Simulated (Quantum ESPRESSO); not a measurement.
**TaN in Quantum ESPRESSO: the effect of Hubbard term**

The system is TaN.

```
CELL_PARAMETERS angstrom
0.00000 2.21132 2.21132
2.21132 0.00000 2.21132
2.21132 2.21132 0.00000
ATOMIC_POSITIONS crystal
Ta 0.50000 0.50000 0.50000
N 0.00000 0.00000 0.00000
```

The cell comes from a database or a generator and needn't be the stable form of this composition.

Alike in all runs:

* Program: Quantum ESPRESSO 7.5
* Task: projected density of states
* Functional: PBEsol
* Potentials or basis: GBRV 1.5 PBEsol
* Cutoff: 762 eV
* Density cutoff: 6095 eV
* k mesh: 10 × 10 × 10
* Occupations: fermi-dirac, width 0.05 eV
* Spin: no spin polarisation
* Hubbard projectors: ortho-atomic
* Mixing beta: 0.3
* Most SCF iterations: 120
* SCF threshold: 4e-10 Ry
* Dos occupations: tetrahedra_opt

```tsv
Hubbard term	pressure (GPa)
none	-10.8
Ta d U = 1 eV	-10.0
Ta d U = 2 eV	-9.1
Ta d U = 3 eV	-8.1
Ta d U = 4 eV	-7.1
Ta d U = 5 eV	-6.1
Ta d U = 6 eV	?
Ta d U = 8 eV	-2.4
```

Task: What does the run with Hubbard term Ta d U = 6 eV give?

Result: Pressure -4.9 GPa.

Worked out: A parabola through the other rows of the pressure, of slope 1.18 GPa per eV there, gives -4.9 GPa, against the run's -4.9.

Caveats: U without spin polarisation on a metal has little footing (some runs).
